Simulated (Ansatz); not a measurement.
**Stack of 1T-SiSe2 under 2H-TaSe2, upper layer turned by 180° in a perpendicular field**

Wanted: the out-of-plane response of the stack of 1T-SiSe2 under 2H-TaSe2, upper layer turned by 180°. A positive field points along +c.

Method: plane-wave DFT, PBE-D3(BJ), Ansatz PAW, in Ansatz 0.2.0.

Most raw output is cut from this account.

**1. Starting point**

The cell holds 6 atoms: 4 Se, 1 Si and 1 Ta. Its edges and angles: a = 3.490 Å, b = 3.490 Å, c = 48.376 Å, α = 90.0°, β = 90.0°, γ = 120.0°. Regions: layer 1: 1T-SiSe2, 3 atoms (2 Se and 1 Si); layer 2: 2H-TaSe2, 3 atoms (2 Se and 1 Ta). Vacuum lies along c.

**2. Relaxation**

The starting cell is a guess, so the in-plane lattice and the atoms are relaxed first, with the slab cut off from its images along the normal.

The input, input.yaml:

```yaml
crystal:
  lattice:
    - [3.49, 0.0, 0.0]
    - [-1.745, 3.0224286592, 0.0]
    - [0.0, 0.0, 48.3757369549]
  atoms:
    - { symbol: Se, position: [0.6666666667, 0.3333333333, 0.4103296663] }
    - { symbol: Si, position: [0.0, 0.0, 0.4290172346] }
    - { symbol: Se, position: [0.3333333333, 0.6666666667, 0.4477048029] }
    - { symbol: Se, position: [0.0, 0.0, 0.511786514] }
    - { symbol: Ta, position: [0.3333333333, 0.6666666667, 0.5507284239], spin: 1.0 }
    - { symbol: Se, position: [0.0, 0.0, 0.5896703337] }
  periodic: [true, true, false]
magnetization:
  spin_polarized: true
kpoints:
  mp_grid: { grid: [12, 12, 1] }
hamiltonian:
  xc: pbe
  dispersion: d3bj
scf:
  occupations: { method: fermi_dirac, width: 0.05 }
  convergence: { dr2_threshold: 1.0e-09 }
relax:
  f_tol: 0.004
  max_steps: 90
  cell: {}
output:
  write_potential: true
  write_density: true
  volumetric_format: npy
```

Launch:

```bash
$ ansatz run input.yaml --threads 4 --pin off --max-ram 6144MiB --backend cpu --events-out ev --progress --plain --runs-dir out
```

Run time: 3.8 min. Hardware: 4 threads of Intel Xeon Platinum 8375C at 2.90GHz (Ice Lake), shared host; peak memory 1.5 GiB; 15 min of CPU time.

Step by step:

```csv
step,energy less that of the first step (eV),largest force component (eV/Å),volume (Å³)
1,0.0000,7.1576,510.28
2,-2.7837,4.4395,514.23
3,-4.1329,1.9639,509.67
4,-4.4424,0.1963,495.44
5,-4.4470,0.2821,500.15
6,-4.4571,0.0128,498.76
7,-4.4572,0.0182,498.93
8,-4.4572,0.0004,498.80
9*,-4.4569,0.0005,498.80
```

Relaxation steps marked * repeat the geometry before them on a plane-wave basis chosen anew for their cell, so energy and pressure can jump there.

Forces are held to the 6 operations that the run works with; a distortion that breaks them can't arise in this run.

```csv
cell as run,before,after,change
a (Å),3.490,3.451,-1.1 %
b (Å),3.490,3.451,-1.1 %
```

The atoms that moved most (Å, along periodic axes as changes of fractional coordinates times the final cell, across vacuum about the mean position):

```csv
atom,dx,dy,dz,length
Se1,0.000,0.000,-0.662,0.662
Se3,0.000,0.000,0.412,0.412
Se4,0.000,0.000,0.337,0.337
Si2,0.000,0.000,-0.126,0.126
Ta5,0.000,0.000,0.120,0.120
Se6,0.000,0.000,-0.081,0.081
```

Final coordinates:

```xyz
6
Lattice="3.4505 0.0000 0.0000 -1.7253 2.9882 0.0000 0.0000 0.0000 48.3757" Properties=species:S:1:pos:R:3
Se    1.7253    0.9961   19.1878
Si    0.0000    0.0000   20.6281
Se    0.0000    1.9922   22.0703
Se    0.0000    0.0000   25.0951
Ta    0.0000    1.9922   26.7616
Se    0.0000    0.0000   28.4448
```

This step gave:

- energy at zero smearing: -32449.8645 eV

The lattice constant a goes from 3.490 to 3.451 Å.

**3. Atoms held, field 0, start network**

A sawtooth potential applies the field, turning back in the middle of the vacuum. With the dipole correction the typed value is the field outside the slab. The induced dipole is small, so the SCF threshold is tight.

The cell differs from the one that the last finished run ended in (c 48.376 → 27.257 Å).

The input, input.yaml:

```yaml
crystal:
  lattice:
    - [3.4505175544, 0.0, 0.0]
    - [-1.7252587772, 2.9882358583, 0.0]
    - [0.0, 0.0, 27.2570668814]
  atoms:
    - { symbol: Se, position: [0.6666666667, 0.3333333333, 0.3301895996] }
    - { symbol: Si, position: [0.0, 0.0, 0.383032805] }
    - { symbol: Se, position: [0.3333333333, 0.6666666667, 0.4359417713] }
    - { symbol: Se, position: [0.0, 0.0, 0.5469169612] }
    - { symbol: Ta, position: [0.3333333333, 0.6666666667, 0.6080564234] }
    - { symbol: Se, position: [0.0, 0.0, 0.6698104004] }
kpoints:
  mp_grid: { grid: [18, 18, 1] }
  band_path:
    path: [[0, 0, 0], [0.5, 0, 0], [0.33333333, 0.33333333, 0], [0, 0, 0]]
    npoints: 16
hamiltonian:
  xc: pbe
  dispersion: d3bj
scf:
  occupations: { method: fermi_dirac, width: 0.05 }
  convergence: { dr2_threshold: 1.0e-10 }
efield:
  axis: 3
  dipole_correction: true
  ramp_position: 0.97
  ramp_width: 0.06
  amplitude: 0
output:
  dos: { projected: true, e_range: [-6, 5] }
  bader: true
  write_potential: true
  write_density: true
  volumetric_format: npy
  elf: true
```

It took 29 s on 4 threads; peak memory 1 GiB; 1.9 min of CPU time.

This step gave:

| Quantity | Value |
| --- | --- |
| energy at zero smearing | -32449.8651 eV |
| work function, upper face | 5.447 eV |
| work function, lower face | 5.333 eV |
| dipole along the normal | -0.006495 e·Å |
| step between the vacuum levels | 0.1140 eV |

Running mean over a fixed 2.7 Å (it still follows the layers) of the planar mean; the ramp of the sawtooth is left out. The electron's electrostatic potential energy less the Fermi level by z:

z (Å), electron's electrostatic potential energy less the Fermi level (eV) and a bar from the least value:
```
        4       5.33 ##############################
        5       5.33 ##############################
        6       5.29 ##############################
        7       4.41 ############################
        8       1.09 ####################
        9      -3.35 ###########
       10      -6.57 ####
       11      -6.47 ####
       12      -2.78 ############
       13       0.41 ###################
       14       0.25 ###################
       15      -3.77 ##########
       16      -8.12 
       17      -8.17 
       18      -4.64 ########
       19       0.40 ###################
       20       3.85 ##########################
       21       5.35 ##############################
       22       5.44 ##############################
       23       5.45 ##############################
       24       5.45 ##############################
```

The density of states has structure finer than the step of the table below, so its rows give means over 0.25 eV, whole bins alone (the curve runs from -6 to 1.99 eV). Peaks (eV: height): -4.760: 8.55, -3.550: 10.3, -2.830: 8.83, -1.750: 7.57, -1.560: 9.57, -1.420: 8.96, -1.310: 9.16.

Density of states against energy, zero at the Fermi level; means over each step:

```csv
energy (eV),density of states (states/eV a cell)
-5.75,1.44
-5.50,2.71
-5.25,2.60
-5.00,3.48
-4.75,3.31
-4.50,3.31
-4.25,3.63
-4.00,3.30
-3.75,5.28
-3.50,4.43
-3.25,4.37
-3.00,2.84
-2.75,4.75
-2.50,4.18
-2.25,3.02
-2.00,3.78
-1.75,6.45
-1.50,6.83
-1.25,6.62
-1.00,4.81
-0.75,3.39
-0.50,2.08
-0.25,2.94
0.00,2.69
0.25,1.47
0.50,1.42
0.75,0.819
1.00,0.530
1.25,0.612
1.50,0.706
1.75,1.44
```

Projected DOS per atom over height of the atomic layer and energy from the Fermi level. Layers: Se Si Se Se Ta Se from below.

Ten even steps from '_' (0.00 states/eV) to '@' (1.87 states/eV), each cell a mean:
```
::::::______
__..________
__..________
__..____..__
________==__
______..@@..
::__::__++..
++__++::__::
##__##==::++
##..**##++%%
++..++**==**
--..::------
::....++++++
::..::==::==
++--++::::::
--::--**++**
::::::==--==
::::::==--==
......------
....::==----
::::::::....
::::::______
```
Columns: height of the atomic layer (Å) from 9 to 18.3 (not evenly spaced); rows upwards: energy from the Fermi level (eV) from -5.96 to 1.96.

Electronic bands along the path, in eV, zero at the Fermi level:

```csv
point,band 37,band 38,band 39,band 40,band 41,band 42,band 43,band 44
Γ,-0.65,-0.65,-0.48,-0.48,0.77,2.51,3.21,3.21
halfway,-1.64,-1.35,-0.97,-0.38,-0.09,1.76,2.77,2.90
M,-1.79,-1.34,-0.98,-0.80,-0.39,0.31,3.17,3.47
halfway,-2.37,-1.71,-1.67,-1.31,0.20,1.57,2.84,3.69
K,-2.83,-1.80,-1.60,-1.53,0.67,1.81,2.17,3.57
halfway,-1.78,-1.66,-1.16,-0.73,-0.06,2.47,2.58,3.12
Γ,-0.65,-0.65,-0.48,-0.48,0.77,2.51,3.21,3.21
```

ELF in the ca plane at fractional y = 1.000, with atoms of Si and Se within 0.2 Å of it. It is the smooth field of the valence electrons, not physical close to the nuclei.

Ten even steps from '0' (0.00) to '9' (0.88), each cell a mean:
```
00012543345310016996357523675369997410000000
01234675577532103898888522688899975200000000
35667775567766311478876311368887642000000000
57887753246788620023432122124432100000000000
67887752246788730001221122112210000000000000
46777764457777510246664211246665310000000000
13456776677654202688887422578888863100000000
00113663356421005997677523687689986310000000
00002433334310016994147523673159997410000000
```
Columns run along c (16.0 Å, from fractional 0.28 to 0.87 of the cell), rows up along a (3.5 Å). Atoms in or near the plane, at fractional coordinates: Si at (0.38, 0.00), Se at (0.55, 0.00), Se at (0.67, 0.00).

Valence density in the ca plane at fractional y = 1.000, with atoms of Si and Se within 0.2 Å of it. It is the smooth field of the valence electrons, not physical close to the nuclei.

Ten steps, logarithmic in the rise over the least value, from '0' (0 e/Å³) to '9' (34 e/Å³), each cell a mean:
```
00000000000000000000011101110000013687311112
00000000000000000000111111110000001343211112
00000000000000000001111111111100000111111111
00000000000000000011111101111100000001111111
00000000000000000011111101111110000000011111
00000000000000000001111111111100000011111111
00000000000000000000111111111000001222211111
00000000000000000000011111110000012465311112
00000000000000000000011000110000013798421112
```
Columns run along c (16.0 Å, from fractional 0.06 to 0.65 of the cell), rows up along a (3.5 Å). Atoms in or near the plane, at fractional coordinates: Si at (0.38, 0.00), Se at (0.55, 0.00).

Electrostatic potential energy in the ca plane at fractional y = 1.000, with atoms of Si and Se within 0.2 Å of it. With pseudopotentials it is smooth inside the atoms' cores, unlike the true potential.

Ten even steps from '0' (-24 eV) to '9' (7 eV), each cell a mean:
```
99999999999999999999861000278999973354168873
99999999999999999999875101578999985221477776
99999999999999999998777666777899998766776677
99999999999999999987668888766789999988764457
99999999999999999986567888765689999998763357
99999999999999999987777777777789999888765567
99999999999999999998876434788899997423677777
99999999999999999999873000478999984242268874
99999999999999999999861000168999972465158872
```
Columns run along c (16.0 Å, from fractional 0.06 to 0.65 of the cell; values clipped at the 3rd and 97th percentile), rows up along a (3.5 Å). Atoms in or near the plane, at fractional coordinates: Si at (0.38, 0.00), Se at (0.55, 0.00).

The work function of the upper face is 5.45 eV.

**4. Single point, field 0.1 V/Å**

Changes to input.yaml since step 3:

```diff
@@ -26,8 +26,6 @@
   dipole_correction: true
-  ramp_position: 0.97
-  ramp_width: 0.06
-  amplitude: 0
+  ramp_position: 0.9596
+  ramp_width: 0.0807
+  amplitude: 0.1
 output:
-  dos: { projected: true, e_range: [-6, 5] }
-  bader: true
   write_potential: true
@@ -35,2 +33 @@
   volumetric_format: npy
-  elf: true
```

It took 18 s on 4 threads; peak memory 0.99 GiB; 70 s of CPU time.

The dipole is 0.0567 e·Å, 0.0632 e·Å from its value without field.

**5. Single point, field -0.1 V/Å**

Changes to input.yaml since step 4:

```diff
@@ -28,3 +28,3 @@
   ramp_width: 0.0807
-  amplitude: 0.1
+  amplitude: -0.1
 output:
```

Wall time 18 s (4 threads); peak memory 0.98 GiB; 70 s of CPU time.

The dipole is -0.0701 e·Å, -0.0636 e·Å from its value without field.

**6. Single point, field 0.5 V/Å**

Changes to input.yaml since step 5:

```diff
@@ -26,5 +26,5 @@
   dipole_correction: true
-  ramp_position: 0.9596
-  ramp_width: 0.0807
-  amplitude: -0.1
+  ramp_position: 0.8997
+  ramp_width: 0.2006
+  amplitude: 0.5
 output:
```

The job ended after 19 s (4 threads; peak memory 0.99 GiB; 74 s of CPU time).

The dipole is 0.309 e·Å, 0.316 e·Å from its value without field.

**7. Single point, field -0.3 V/Å**

Changes to input.yaml since step 6:

```diff
@@ -26,6 +26,8 @@
   dipole_correction: true
-  ramp_position: 0.8997
-  ramp_width: 0.2006
-  amplitude: 0.5
+  ramp_position: 0.957
+  ramp_width: 0.086
+  amplitude: -0.3
 output:
+  dos: { projected: true, e_range: [-6, 5] }
+  bader: true
   write_potential: true
@@ -33 +35,2 @@
   volumetric_format: npy
+  elf: true
```

Elapsed: 31 s, on 4 threads; peak memory 1 GiB; 2 min of CPU time.

The dipole is -0.198 e·Å, -0.192 e·Å from its value without field.

**8. Response, atoms held**

This step: plane-wave DFT, PBE-D3(BJ), Ansatz PAW; response to a field along the normal, atoms held (Ansatz 0.2.0).

The dipoles give the slope, and the difference of two potentials shows where the field is screened.

This step gave:

| Item | Value |
| --- | --- |
| equivalent conductor thickness p/(ε₀AE) | 11.13 Å |
| distance between the outer atoms | 9.257 Å |

Dipole of the cell against applied field:

```csv
applied field (V/Å),dipole of the cell (e·Å)
-0.300,-0.198
-0.100,-0.0701
0.000,-0.00650
0.100,0.0567
0.500,0.309
```

Local field over the applied field, running mean. From the potentials at -0.1 and 0.1 V/Å; running mean over 2.5 Å. Local field over applied field against z:

```csv
z (Å),local field over applied field
4.5,0.998
5.0,0.995
5.5,0.986
6.0,0.962
6.5,0.903
7.0,0.789
7.5,0.630
8.0,0.452
8.5,0.274
9.0,0.140
9.5,0.0740
10.0,0.0440
10.5,0.0311
11.0,0.0387
11.5,0.0461
12.0,0.0557
12.5,0.0836
13.0,0.107
13.5,0.110
14.0,0.0988
14.5,0.0685
15.0,0.0329
15.5,0.0198
16.0,0.0228
16.5,0.0183
17.0,0.0272
17.5,0.0502
18.0,0.0958
18.5,0.200
19.0,0.364
19.5,0.542
20.0,0.714
20.5,0.856
21.0,0.940
21.5,0.978
22.0,0.992
22.5,0.997
23.0,0.999
```

The induced electron density oscillates, so the rows of the table below give means over windows of 2.98 Å about each position, cut where the curve ends. Its maxima inside the range that stand out by 2 % of the span (Å: e/Å³ per V/Å): 7.9: 0.00349, 10.9: 0.00113, 14.1: 0.00114, 15.3: 3.3e-4, 17.0: 0.00122, 18.3: -7.5e-4. Its minima: 10.1: -0.00139, 12.8: -0.00101, 14.9: 7.0e-5, 16.5: -9.6e-4, 17.9: -9.1e-4, 19.3: -0.00365.

Electrons, planar mean, per unit field. Induced electron density against z; means over each step:

```csv
z (Å),induced electron density (e/Å³ per V/Å)
5.61,2.6e-4
8.59,0.00150
11.57,-2.0e-4
14.55,2.9e-4
17.53,-5.2e-4
20.51,-0.00133
```

By hand: between -0.1 and 0.1 V/Å the dipole changes by 0.1269 e·Å, a slope of 0.6344 e·Å²/V. A perfect conductor of thickness t has p = ε₀AEt, so t = 180.95 × 0.6344 / 10.311 = 11.13 Å (e/ε₀ = 180.95 V·Å, A in Å²).

The induced dipole is that of a conductor 11.13 Å thick.

**9. The same run with other settings: scf.n_extra_bands = 32**

This step: plane-wave DFT, PBE-D3(BJ), Ansatz PAW (Ansatz 0.2.0).

A run with a changed input: it repeats the earlier run at 0.1 V/Å with scf.n_extra_bands to 32.

Changes to input.yaml since step 7:

```diff
@@ -23,2 +23,3 @@
   convergence: { dr2_threshold: 1.0e-10 }
+  n_extra_bands: 32
 efield:
@@ -26,8 +27,6 @@
   dipole_correction: true
-  ramp_position: 0.957
-  ramp_width: 0.086
-  amplitude: -0.3
+  ramp_position: 0.9596
+  ramp_width: 0.0807
+  amplitude: 0.1
 output:
-  dos: { projected: true, e_range: [-6, 5] }
-  bader: true
   write_potential: true
@@ -35,2 +34 @@
   volumetric_format: npy
-  elf: true
```

Wall time 26 s (4 threads); peak memory 1.3 GiB.

Numbers from this step:

| Property | Result |
| --- | --- |
| energy at zero smearing | -32449.8678 eV |
| dipole along the normal | 0.05673 e·Å |

The electronic bands at the labelled points (eV, zero at the Fermi level):

```csv
point,band 37,band 38,band 39,band 40,band 41,band 42,band 43,band 44
Γ,-0.68,-0.68,-0.52,-0.52,0.77,2.47,3.21,3.21
halfway,-1.67,-1.35,-0.98,-0.42,-0.09,1.72,2.78,2.90
M,-1.80,-1.36,-0.99,-0.82,-0.39,0.27,3.17,3.47
halfway,-2.37,-1.73,-1.69,-1.34,0.20,1.53,2.84,3.69
K,-2.83,-1.79,-1.64,-1.56,0.67,1.77,2.17,3.57
halfway,-1.81,-1.67,-1.18,-0.74,-0.06,2.47,2.54,3.13
Γ,-0.68,-0.68,-0.52,-0.52,0.77,2.47,3.21,3.21
```

```csv
quantity,this run,earlier run,difference
dipole along the normal (e·Å),0.05673,0.05673,5.9e-7
```

The dipole moves by under 0.5 % or 5e-5 e·Å. The run took 14 SCF cycles against 15.

Of the bands kept, 1 crosses the Fermi level on this path.

**10. The same run with other settings: scf.occupations.width = 0.005 and basis.ecutrho_ratio = 8**

Another changed input: it repeats the earlier run at 0.1 V/Å with scf.occupations.width from 0.05 to 0.005 and basis.ecutrho_ratio to 8.

Changes to input.yaml since step 9:

```diff
@@ -21,5 +21,4 @@
 scf:
-  occupations: { method: fermi_dirac, width: 0.05 }
+  occupations: { method: fermi_dirac, width: 0.005 }
   convergence: { dr2_threshold: 1.0e-10 }
-  n_extra_bands: 32
 efield:
@@ -34 +33,3 @@
   volumetric_format: npy
+basis:
+  ecutrho_ratio: 8
```

Wall time 18 s (4 threads); peak memory 1.2 GiB; 71 s of CPU time.

This step gave:

- energy at zero smearing: -32449.8671 eV
- dipole along the normal: 0.05719 e·Å

The electronic bands at the labelled points (eV, zero at the Fermi level):

```csv
point,band 37,band 38,band 39,band 40,band 41,band 42,band 43,band 44
Γ,-0.65,-0.65,-0.48,-0.48,0.79,2.50,3.24,3.24
halfway,-1.64,-1.33,-0.95,-0.38,-0.06,1.75,2.80,2.92
M,-1.77,-1.33,-0.96,-0.79,-0.37,0.30,3.20,3.49
halfway,-2.35,-1.70,-1.66,-1.31,0.23,1.56,2.86,3.72
K,-2.81,-1.77,-1.61,-1.53,0.70,1.80,2.20,3.59
halfway,-1.78,-1.64,-1.15,-0.72,-0.04,2.50,2.57,3.15
Γ,-0.65,-0.65,-0.48,-0.48,0.79,2.50,3.24,3.24
```

```csv
quantity,this run,earlier run,difference
dipole along the normal (e·Å),0.05719,0.05673,4.6e-4
```

It moves by +0.000462 e·Å.

Of the bands kept, 1 crosses the Fermi level on this path.

**11. Summary of results**

- gap without field: none
- work function, upper face: 5.45 eV
- step between the vacuum levels: 0.114 eV
- equivalent conductor thickness, atoms held: 11.1 Å

**Reading.** The induced dipole equals that of a perfect conductor 11.13 Å thick, while the outer atoms lie 9.26 Å apart. The two faces differ: the vacuum level above lies 0.11 eV higher than the one below. There is no gap over 0.03 eV, with or without the field. The first relaxation ran with spin and lost its moment, and the later runs have none; other magnetic states were not tried. Spin-orbit coupling is left out, which matters for the bands of elements this heavy.

[Logs are printed without paths, hosts, clocks, repeated set-up lines and the standing remarks that a program may print on its own settings, such as how far it seeks lower states.]

[Hosts, paths, dates, database ids (printed as entryN), source tags and the programs' standing remarks are cut or masked in the printed files.]

[Maps of the electrostatic potential energy from Ansatz leave out the sawtooth potential of an applied field or a dipole correction, so their vacuum need not be flat; planar profiles and work functions include it.]

[The density of states shown here was stored with 400 of the rows of the run's finer table, so its peaks can read low, often by over a quarter, or be missed, and its means over a window can be off by a tenth or more.]
